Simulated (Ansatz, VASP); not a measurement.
Two plane-wave programs on PbF2

The input POSCAR:

```
PbF2
1.0
    0.0000000000      3.0143977500      3.0143977500
    3.0143977500      0.0000000000      3.0143977500
    3.0143977500      3.0143977500      0.0000000000
Pb F
1 2
Direct
    0.0000000000      0.0000000000      0.0000000000
    0.2500000000      0.2500000000      0.2500000000
    0.7500000000      0.7500000000      0.7500000000
```

The input INCAR.step1:

```
SYSTEM = PbF2
  ALGO = Normal
  EDIFF = 1E-4
  ENCUT = 520
  GGA = PE
  ISMEAR = 0
  LASPH = .TRUE.
  LCHARG = .FALSE.
  LREAL = .FALSE.
  LWAVE = .TRUE.
  NBANDS = 21
  NELM = 100
  PREC = Accurate
  SIGMA = 0.05
```

Contents of INCAR.step2:

```
SYSTEM = PbF2
  ALGO = Normal
  EDIFF = 1E-6
  ENCUT = 520
  ISIF = 2
  ISMEAR = 0
  ISTART = 1
  LASPH = .TRUE.
  LCHARG = .FALSE.
  LMIXTAU = .TRUE.
  LREAL = .FALSE.
  LWAVE = .FALSE.
  METAGGA = R2SCAN
  NBANDS = 21
  NELM = 100
  PREC = Accurate
  SIGMA = 0.05
```

Contents of KPOINTS:

```
k-points
0
G
  8 8 8
  0 0 0
```

Input for Ansatz:

```yaml
crystal:
  lattice:
    - [0.0, 3.01439775, 3.01439775]
    - [3.01439775, 0.0, 3.01439775]
    - [3.01439775, 3.01439775, 0.0]
  atoms:
    - { symbol: Pb, position: [0.0, 0.0, 0.0] }
    - { symbol: F, position: [0.25, 0.25, 0.25] }
    - { symbol: F, position: [0.75, 0.75, 0.75] }
basis:
  ecutwfc: 500
kpoints:
  mp_grid: { grid: [8, 8, 8] }
hamiltonian:
  xc: r2scan
scf:
  occupations: { method: gaussian, width: 0.05 }
output:
  forces: true
  stress: true
  eigenvalues: true
```

Change from the starting cell: strain +0.015 along x and y, +0.015 along z, atoms carried along.

Alike in both runs: task single point; functional r2SCAN; k mesh 8 × 8 × 8; occupations gaussian, width 0.05 eV; no spin polarisation.

|  | VASP | Ansatz |
| --- | --- | --- |
| version | VASP 6.6.1 | Ansatz 0.2.0 |
| potentials or method | VASP PAW PBE potentials, release 64 (Pb_d, F) | scalar-relativistic, plane waves, PAW |
| plane-wave cutoff (eV) | 520 | 500 |
| valence electrons in the cell | 28 | 28 |

|  | VASP | Ansatz | Ansatz less VASP |
| --- | --- | --- | --- |
| gap on the k mesh at the Fermi level (eV) | 4.94 | 4.94 | 0.000 |
| least direct gap on the mesh (eV) | 5.08 | 5.08 | -0.001 |
| pressure (GPa) | -3.8 | -3.7 | +0.11 |

Caveats: the PAW data sets were made with another functional, which shifts forces and pressure a little (VASP); spin-orbit coupling is left out, which as a rule narrows the gap of such compounds by several tenths of an eV. A k mesh can miss the band edges.
